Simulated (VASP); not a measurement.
# PbF2 (Fluorocronite) (Fm-3m) in VASP: notebook

One crystal, PbF2 (Fluorocronite), is run at these levels: PBE, LDA; tasks: dielectric tensor, phonons.

All numbers are computed with VASP 6.6.1; they aren't measurements. Logs are shortened: lines on timing, memory, paths and dates and some standing lists are left out, and cuts for length are marked.

## Step 1: The structure

It takes space group Fm-3m (No. 225, cubic). Conventional cell: a = 5.993 Å, b = 5.993 Å, c = 5.993 Å, α = 90.00°, β = 90.00°, γ = 90.00°. Pb (site symmetry m-3m) has 8 F at 2.60 Å as nearest neighbours. F (site symmetry -43m) has 4 Pb at 2.60 Å as nearest neighbours.

## Step 2: Dielectric tensor, PBE

File INCAR:

```
SYSTEM = PbF2
ALGO = Fast
EDIFF = 1E-8
ENCUT = 600
GGA = PE
ISIF = 2
ISMEAR = 0
KPAR = 2
LASPH = .True.
LCHARG = .False.
LEPSILON = .True.
LREAL = .False.
LWAVE = .False.
NELM = 80
PREC = Accurate
SIGMA = 0.03
```

File KPOINTS:

```
k-points
0
Monkhorst
  14 14 14
  0 0 0
```

File POSCAR:

```
PbF2                                    
1.0
    0.0000000000      2.9966836918      2.9966836918
    2.9966836918     -0.0000000000      2.9966836918
    2.9966836918      2.9966836918     -0.0000000000
  Pb              F             
     1     2
Direct
     0.0000000000000000    0.0000000000000000    1.0000000000000000
     0.2500000000000000    0.2500000000000000    0.2500000000000000
     0.7500000000000000    0.7500000000000000    0.7500000000000000
```

Potentials or basis: VASP PAW PBE potentials, release 64 (Pb_d, F).

Started as:

```bash
$ cat potpaw_PBE.64/Pb_d/POTCAR potpaw_PBE.64/F/POTCAR > POTCAR
$ mpirun -np 2 vasp_std > vasp.out
```

OUTCAR:

```text
SYSTEM = PbF2
   EDIFF = 1E-8
   ENCUT = 600
   GGA = PE
   ISIF = 2
   ISMEAR = 0
   LASPH = .True.
   LEPSILON = .True.
   LREAL = .False.
   NELM = 80
   PREC = Accurate

 ion  position               nearest neighbor table
   1  0.000  0.000  0.000-   3 2.60   3 2.60   3 2.60   2 2.60   3 2.60   2 2.60   2 2.60   2 2.60

   2  0.250  0.250  0.250-   1 2.60   1 2.60   1 2.60   1 2.60
   3  0.750  0.750  0.750-   1 2.60   1 2.60   1 2.60   1 2.60

  LATTYP: Found a face centered cubic cell.
 ALAT       =     5.9933673836

  Lattice vectors:

 A1 = (   0.0000000000,   2.9966836918,   2.9966836918)
 A2 = (   2.9966836918,   0.0000000000,   2.9966836918)
 A3 = (   2.9966836918,   2.9966836918,   0.0000000000)

Analysis of symmetry for initial positions (statically):
=====================================================================
 Subroutine PRICEL returns:
 Original cell was already a primitive cell.

 Routine SETGRP: Setting up the symmetry group for a
 face centered cubic supercell.

 Subroutine GETGRP returns: Found 48 space group operations
 (whereof 48 operations were pure point group operations)
 out of a pool of 48 trial point group operations.

The static configuration has the point symmetry O_h .

Analysis of symmetry for dynamics (positions and initial velocities):
=====================================================================
 Subroutine PRICEL returns:
 Original cell was already a primitive cell.

 Routine SETGRP: Setting up the symmetry group for a
 face centered cubic supercell.

 Subroutine GETGRP returns: Found 48 space group operations
 (whereof 48 operations were pure point group operations)
 out of a pool of 48 trial point group operations.

The dynamic configuration has the point symmetry O_h .

 Subroutine INISYM returns: Found 48 space group operations
 (whereof 48 operations are pure point group operations),
 and found     1 'primitive' translations

----------------------------------------------------------------------------------------

                                     Primitive cell

  volume of cell :      53.8211

  direct lattice vectors                    reciprocal lattice vectors
     0.000000000  2.996683692  2.996683692    -0.166851110  0.166851110  0.166851110
     2.996683692  0.000000000  2.996683692     0.166851110 -0.166851110  0.166851110
     2.996683692  2.996683692  0.000000000     0.166851110  0.166851110 -0.166851110

  length of vectors
     4.237950719  4.237950719  4.237950719     0.288994600  0.288994600  0.288994600

  position of ions in fractional coordinates (direct lattice)
     0.000000000  0.000000000  0.000000000
     0.250000000  0.250000000  0.250000000
     0.750000000  0.750000000  0.750000000

  ion indices of the primitive-cell ions
   primitive index   ion index
                 1           1
                 2           2
                 3           3

----------------------------------------------------------------------------------------

 KPOINTS: k-points

Automatic generation of k-mesh.
 Grid dimensions read from file:
 generate k-points for:   14   14   14

 Generating k-lattice:

  Cartesian coordinates                     Fractional coordinates (reciprocal lattice)
    -0.011917936  0.011917936  0.011917936     0.071428571  0.000000000  0.000000000
     0.011917936 -0.011917936  0.011917936     0.000000000  0.071428571  0.000000000
     0.011917936  0.011917936 -0.011917936     0.000000000  0.000000000  0.071428571

  Length of vectors
     0.020642471  0.020642471  0.020642471

  Shift w.r.t. Gamma in fractional coordinates (k-lattice)
     0.500000000  0.500000000  0.500000000

 Subroutine IBZKPT returns following result:
 ===========================================

 Found    280 irreducible k-points:

 Following reciprocal coordinates:
            Coordinates               Weight
  0.035714  0.035714  0.035714      8.000000
  0.107143  0.035714  0.035714     24.000000
  0.178571  0.035714  0.035714     24.000000
  0.250000  0.035714  0.035714     24.000000
  0.321429  0.035714  0.035714     24.000000
  0.392857  0.035714  0.035714     24.000000
[... 16 lines left out ...]
 -0.321429  0.107143  0.035714     48.000000
 -0.250000  0.107143  0.035714     48.000000
 [... further k-points ...]
   k-points           NKPTS =    280   k-points in BZ     NKDIM =    280   number of bands    NBANDS=     18
   number of dos      NEDOS =    301   number of ions     NIONS =      3
   total plane-waves  NPLWV =  46656
   dimension x,y,z NGX =    36 NGY =   36 NGZ =   36
   dimension x,y,z NGXF=    72 NGYF=   72 NGZF=   72
   ions per type =               1   2
   NGX,Y,Z   is equivalent  to a cutoff of  14.12, 14.12, 14.12 a.u.
   NGXF,Y,Z  is equivalent  to a cutoff of  28.24, 28.24, 28.24 a.u.
 SYSTEM =  PbF2
   PREC   = accura    normal or accurate (medium, high low for compatibility)
   ISTART =      0    job   : 0-new  1-cont  2-samecut
   ICHARG =      2    charge: 1-file 2-atom 10-const
   ISPIN  =      1    spin polarized calculation?
   LNONCOLLINEAR =      F non collinear calculations
   LSORBIT =      F    spin-orbit coupling
   LASPH  =      T    aspherical Exc in radial PAW
   ENCUT  =  600.0 eV  44.10 Ry    6.64 a.u.   8.46  8.46  8.46*2*pi/ulx,y,z
   NELM   =     80;   NELMIN=  2; NELMDL= -5     # of ELM steps
   EDIFF  = 0.1E-07   stopping-criterion for ELM
   LREAL  =      F    real-space projection
   EDIFFG = 0.1E-06   stopping-criterion for IOM
   NSW    =      0    number of steps for IOM
   IBRION =     -1    ionic relax: 0-MD 1-quasi-New 2-CG
   NFREE  =      0    steps in history (QN), initial steepest desc. (CG)
   ISIF   =      2    stress and relaxation
   ISYM   =      2    0-nonsym 1-usesym 2-fastsym
   POTIM  = 0.5000    time-step for ionic-motion
   TEBEG  =    0.0;   TEEND  =   0.0 temperature during run
   PSTRESS=    0.0 pullay stress
   NELECT =      28.0000    total number of electrons
   NUPDOWN=      -1.0000    fix difference up-down
   EMIN   =  10.00;   EMAX   =-10.00  energy-range for DOS
   EFERMI =   0.00;   METHOD = LEGACY
   ISMEAR =     0;   SIGMA  =   0.03  broadening in eV -4-tet -1-fermi 0-gaus
   EFERMI_NEDOS =   21; number of points for ismear=-14 and -15
   IALGO  =     68    algorithm
   IMIX   =      4    mixing-type and parameters
     AMIX     =   0.40;   BMIX     =  1.00
     AMIX_MAG =   1.60;   BMIX_MAG =  1.00
  volume/ion in A,a.u.               =      17.94       121.07
  Fermi-wavevector in a.u.,A,eV,Ry     =   1.316669  2.488144 23.587294  1.733617
  Thomas-Fermi vector in A             =   2.446765
   LORBIT       =      0    0 simple, 1 ext, 2 COOP (PROOUT), +10 PAW based schemes
   GGA     = PE    functional components
   LHFCALC =     F    Hartree Fock is set to
   AEXX    =    0.0000 exact exchange contribution
   IVDW    =     0    specifies the selected vdW correction
   LEPSILON=     T    determine dielectric tensor
   LRPA    =     F    only Hartree local field effects (RPA)
 non-spin polarized calculation
 RMM-DIIS sequential band-by-band and
 Gauss-broadening in eV      SIGMA  =   0.03
  energy-cutoff  :      600.00
  volume of cell :       53.82
 maximum number of plane-waves:      1821
 NGX is ok and might be reduce to    36
   NGX = 17   NGY = 17   NGZ = 17

--------------------------------------- Ionic step        1  -------------------------------------------

 number of electron      27.9999999 magnetization

 E-fermi :   1.6200     XC(G=0):  -9.2414

 val. band max:        1.4834171473   @ k =  -0.2500   0.4643   0.2500
 cond. band min:       5.9292202617   @ k =  -0.4643  -0.4643   0.0357
 fundamental gap:      4.4458031144
 Fermi energy:         1.6200401487

 k-point     1 :       0.0357    0.0357    0.0357
  band No.  band energies     occupation
      1     -19.3436      2.00000
      2     -18.7852      2.00000
      3     -12.9163      2.00000
      4     -12.9163      2.00000
      5     -12.9144      2.00000
      6     -12.8735      2.00000
[... 481 lines left out ...]
      5     -12.8685      2.00000
      6     -12.8551      2.00000
[... 10 lines left out ...]
     17       8.7892      0.00000
     18      14.0735      0.00000

 [... further k-points ...]

  FORCE on cell =-STRESS in cart. coord.  units (eV):
  Direction    XX          YY          ZZ          XY          YZ          ZX
  --------------------------------------------------------------------------------------
  -------------------------------------------------------------------------------------
  Total        0.0007243      0.0007243      0.0007243     -0.0000000     -0.0000000     -0.0000000
  in kB        0.0215615      0.0215615      0.0215615     -0.0000000     -0.0000000     -0.0000000
  external PRESSURE =       0.0215615 kB  Pullay stress =       0.0000000 kB

 VOLUME and BASIS-vectors are now :
 -----------------------------------------------------------------------------
  energy-cutoff  :      600.00
  volume of cell :       53.82
      direct lattice vectors                 reciprocal lattice vectors
     0.000000000  2.996683692  2.996683692    -0.166851110  0.166851110  0.166851110
     2.996683692  0.000000000  2.996683692     0.166851110 -0.166851110  0.166851110
     2.996683692  2.996683692  0.000000000     0.166851110  0.166851110 -0.166851110

 POSITION                                       TOTAL-FORCE (eV/Angst)
 -----------------------------------------------------------------------------------
      0.00000      0.00000      0.00000         0.000000      0.000000      0.000000
      1.49834      1.49834      1.49834         0.000000      0.000000      0.000000
      4.49503      4.49503      4.49503        -0.000000     -0.000000     -0.000000
 -----------------------------------------------------------------------------------
    total drift:                                0.000000      0.000000      0.000000

  FREE ENERGIE OF THE ION-ELECTRON SYSTEM (eV)
  ---------------------------------------------------
  free  energy   TOTEN  =       -14.3540014863 eV

  energy  without entropy=      -14.3540014863  energy(sigma->0) =      -14.35400149

 HEAD OF MICROSCOPIC STATIC DIELECTRIC TENSOR (INDEPENDENT PARTICLE, excluding Hartree and local field effects)
 ------------------------------------------------------
           3.612494     0.000000     0.000000
          -0.000000     3.612494     0.000000
           0.000000     0.000000     3.612494
 ------------------------------------------------------

 Free energy of the ion-electron system (eV)
  ---------------------------------------------------
  ---------------------------------------------------
  free energy    TOTEN  =        -0.37121285 eV

  energy without entropy =       -0.37121285

------------------------ aborting loop because EDIFF is reached ----------------------------------------

--------------------------------------- Ionic step        2  -------------------------------------------

------------------------ aborting loop because EDIFF is reached ----------------------------------------

--------------------------------------- Ionic step        3  -------------------------------------------

 Free energy of the ion-electron system (eV)
  ---------------------------------------------------
  ---------------------------------------------------
  free energy    TOTEN  =        -0.37121285 eV

  energy without entropy =       -0.37121285

------------------------ aborting loop because EDIFF is reached ----------------------------------------

 PIEZOELECTRIC TENSOR FIELD DIRECTION 3  (e Angst)
 -----------------------------------------------------------------------------
     0.00011  0.00000  0.00000           ( -0.00002  0.00000  0.00000)
     0.00000  0.00011 -0.00000           (  0.00000 -0.00002  0.00000)
    -0.00000  0.00000 -0.00033           (  0.00000  0.00000 -0.00001)

 PIEZOELECTRIC TENSOR FIELD DIRECTION 3  (C/m^2)
 -----------------------------------------------------------------------------
     0.00003  0.00000  0.00000
     0.00000  0.00003 -0.00000
    -0.00000  0.00000 -0.00010

 MACROSCOPIC STATIC DIELECTRIC TENSOR (including local field effects in DFT)
 ------------------------------------------------------
           3.286875     0.000000     0.000000
          -0.000000     3.286875     0.000000
          -0.000000     0.000000     3.286875
 ------------------------------------------------------

 PIEZOELECTRIC TENSOR (including local field effects)  for field in x, y, z        (e  Angst)
          XX          YY          ZZ          XY          YZ          ZX
  --------------------------------------------------------------------------------
  x     0.00000     0.00000     0.00000     0.00000     0.00000     0.00000
  y     0.00000     0.00000     0.00000     0.00000     0.00000     0.00000
  z     0.00000     0.00000     0.00000     0.00000     0.00000     0.00000

 PIEZOELECTRIC TENSOR (including local field effects)  for field in x, y, z        (C/m^2)
          XX          YY          ZZ          XY          YZ          ZX
  --------------------------------------------------------------------------------
  x     0.00000     0.00000     0.00000     0.00000     0.00000     0.00000
  y     0.00000     0.00000     0.00000     0.00000     0.00000     0.00000
  z     0.00000     0.00000     0.00000     0.00000     0.00000     0.00000

 BORN EFFECTIVE CHARGES (including local field effects) (in |e|, cummulative output)
 ---------------------------------------------------------------------------------
 ion    1
    1     3.16497     0.00000     0.00000
    2     0.00000     3.16497     0.00000
    3     0.00000     0.00000     3.16497
 ion    2
    1    -1.58248     0.00000     0.00000
    2     0.00000    -1.58248     0.00000
    3     0.00000     0.00000    -1.58248
 ion    3
    1    -1.58248     0.00000     0.00000
    2     0.00000    -1.58248     0.00000
    3     0.00000     0.00000    -1.58248
```

Run time: 37 min. Hardware: 2 MPI ranks of AMD EPYC 9R45 (Zen 5), shared host; peak memory 1.9 GiB.

Results:

- Electronic dielectric tensor (diagonal): 3.29
- Born charges (mean of the diagonal): Pb +3.16; F -1.58 e

Electronic dielectric tensor:
```
3.29 0.00 0.00
0.00 3.29 0.00
0.00 0.00 3.29
```

Born effective charge tensors (e):
atom 1, Pb
```
3.16 0.00 0.00
0.00 3.16 0.00
0.00 0.00 3.16
```
atom 2, F
```
-1.58  0.00  0.00
 0.00 -1.58  0.00
 0.00  0.00 -1.58
```
atom 3, F
```
-1.58  0.00  0.00
 0.00 -1.58  0.00
 0.00  0.00 -1.58
```

(Part 1 of 2 ends here.)
